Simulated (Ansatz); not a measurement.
# Ti3Si: properties at the relaxed cell

The task here is to estimate one member of a computed series from the others.

Computed with Ansatz 0.2.0 (DFT PBEsol, scalar-relativistic, plane waves, PAW, unless a step's input says otherwise).

1 further run of the same task is left out (set aside as unsound or not needed).

### The system as given

It takes space group P6_3/mmc (No. 194, hexagonal). Conventional cell: a = 5.584 Å, b = 5.584 Å, c = 4.473 Å, α = 90.00°, β = 90.00°, γ = 120.00°. Ti (site symmetry mm2) has 8 Ti at 2.71 to 2.87 Å and 4 Si at 2.73 to 2.79 Å as nearest neighbours. Around Si (site symmetry -6m2) lie 12 Ti at 2.73 to 2.79 Å.

As a file:

```cif
data_structure
_symmetry_space_group_name_H-M 'P6_3/mmc'
_symmetry_Int_Tables_number 194
_cell_length_a 5.5838
_cell_length_b 5.5838
_cell_length_c 4.4732
_cell_angle_alpha 90.000
_cell_angle_beta 90.000
_cell_angle_gamma 120.000
_cell_volume 120.78
loop_
_atom_site_label
_atom_site_type_symbol
_atom_site_symmetry_multiplicity
_atom_site_Wyckoff_symbol
_atom_site_fract_x
_atom_site_fract_y
_atom_site_fract_z
_atom_site_occupancy
Ti1 Ti 6 h 0.34318 0.17159 0.75000 1
Si1 Si 2 d 0.33333 0.66667 0.75000 1
```

It goes back to an entry of the Materials Project, which need not be the stable form.

This cell was relaxed beforehand with the same method: volume 15.10 Å³/atom, gap on the mesh none (metal).

The first run:

The input, input.yaml:

```yaml
crystal:
  lattice:
    - [5.5274002165, 0.0, 0.0]
    - [-2.7637001082, 4.7868690043, 0.0]
    - [0.0, 0.0, 4.4280276631]
  atoms:
    - { symbol: Ti, position: [0.3431759308, 0.1715879654, 0.75] }
    - { symbol: Ti, position: [0.8284120346, 0.1715879654, 0.75] }
    - { symbol: Ti, position: [0.8284120346, 0.6568240692, 0.75] }
    - { symbol: Ti, position: [0.6568240692, 0.8284120346, 0.25] }
    - { symbol: Ti, position: [0.1715879654, 0.8284120346, 0.25] }
    - { symbol: Ti, position: [0.1715879654, 0.3431759308, 0.25] }
    - { symbol: Si, position: [0.3333333333, 0.6666666667, 0.75] }
    - { symbol: Si, position: [0.6666666667, 0.3333333333, 0.25] }
basis:
  ecutwfc: 420
kpoints:
  mp_grid: { grid: [6, 6, 8] }
hamiltonian:
  xc: pbesol
scf:
  occupations: { method: gaussian, width: 0.1 }
output:
  forces: true
  stress: true
  eigenvalues: true
relax:
  adjacent_minimum: "off"
  f_tol: 0.01
  max_steps: 30
  cell: { stress_tol: 0.1, fix: [volume] }
```

Started as:

```
> ansatz run input.yaml --threads 2 --pin off --max-ram 5120MiB --backend cpu --events-out ev --progress --plain --runs-dir out
```

Among the steps run: Volume × 0.97; Volume × 1.03; Volume × 0.94; The cell scaled to 1.06 of its volume; Point at V/V0 = 0.91; Volume × 1.10; Volume × 0.88.

One of the session's tables, all rows but one given; the rest of the session is left out.

It belongs to the step «Equation of state». 

```
volume (Å³/atom)  energy above the lowest point (meV/atom)  pressure (GPa)
          13.286                                     118.4           23.05
          13.739                                      63.4           16.04
          14.192                                      26.8            9.95
          14.645                                         ?               ?
          15.098                                       0.0            0.00
          15.551                                       5.9           -4.03
          16.004                                      22.4           -7.53
          16.608                                      58.4          -11.44
```

Q: Estimate the row for volume (Å³/atom) = 14.645 from the others.

Worked estimate for «energy above the lowest point (meV/atom)». A straight line through the neighbours (14.192, 26.8) and (15.098, 0.0) gives 26.8 + (0.0 − 26.8) × (14.645 − 14.192) / (15.098 − 14.192) = 13.4; a parabola fitted to 4 rows on both sides gives 6.3.

The run gave: energy above the lowest point (meV/atom): 6.4; pressure (GPa): 4.63. In «energy above the lowest point (meV/atom)» the line misses by +7.0 and the parabola by -0.1.
